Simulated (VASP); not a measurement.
Here is a VASP 6.6.1 calculation.

Contents of INCAR:

```
  PREC = Accurate
  ENCUT = 600
  EDIFF = 1E-6
  ISMEAR = -1
  SIGMA = 0.05
  LREAL = False
  LASPH = True
  NELM = 80
  ALGO = Normal
  ISIF = 3
  LWAVE = False
  LCHARG = False
  GGA = RP
  IVDW = 12
  IBRION = 2
  NSW = 40
  EDIFFG = -0.01
```

The input KPOINTS:

```
regular mesh
0
Gamma
  12 12 4
```

File POSCAR:

```
C
1.0
    2.5221000000      0.0000000000      0.0000000000
   -1.2610500000      2.1842026709      0.0000000000
    0.0000000000      0.0000000000      8.2371000000
C
8
Direct
    0.6666666667      0.3333333333      0.8437500000
    0.3333333333      0.6666666667      0.3437500000
    0.6666666667      0.3333333333      0.6562500000
    0.3333333333      0.6666666667      0.1562500000
    0.0000000000      0.0000000000      0.9062500000
    0.0000000000      0.0000000000      0.4062500000
    0.0000000000      0.0000000000      0.5937500000
    0.0000000000      0.0000000000      0.0937500000
```

Potentials or basis: VASP PAW PBE potentials, release 64 (C).

Command:

```sh
$ cat potpaw_PBE.64/C/POTCAR > POTCAR
$ mpirun -np 1 vasp_std > vasp.out
```

Q: What does it give for the band gap on the k mesh?

A: 4.59 eV, indirect (least direct gap 5.35 eV).

Q: Estimate the relaxed volume.

A: 5.54 Å³/atom.

Q: Estimate the dispersion energy per atom.

A: -0.599 eV.

Q: What does it give for the space group after relaxing (to 0.05 Å)?

A: P6_3/mmc (No. 194).

Final structure:
```cif
data_structure
_symmetry_space_group_name_H-M 'P 1'
_symmetry_Int_Tables_number 1
_cell_length_a 2.4936
_cell_length_b 2.4936
_cell_length_c 8.2244
_cell_angle_alpha 90.000
_cell_angle_beta 90.000
_cell_angle_gamma 120.000
_cell_volume 44.29
loop_
_atom_site_label
_atom_site_type_symbol
_atom_site_fract_x
_atom_site_fract_y
_atom_site_fract_z
_atom_site_occupancy
C1 C 0.66667 0.33333 0.84440 1
C2 C 0.33333 0.66667 0.34440 1
C3 C 0.66667 0.33333 0.65560 1
C4 C 0.33333 0.66667 0.15560 1
C5 C 0.00000 0.00000 0.90704 1
C6 C 0.00000 0.00000 0.40704 1
C7 C 0.00000 0.00000 0.59296 1
C8 C 0.00000 0.00000 0.09295 1
```

Caveat: the PAW data sets were made with another functional, which shifts forces and pressure a little. A k mesh can miss the band edges.
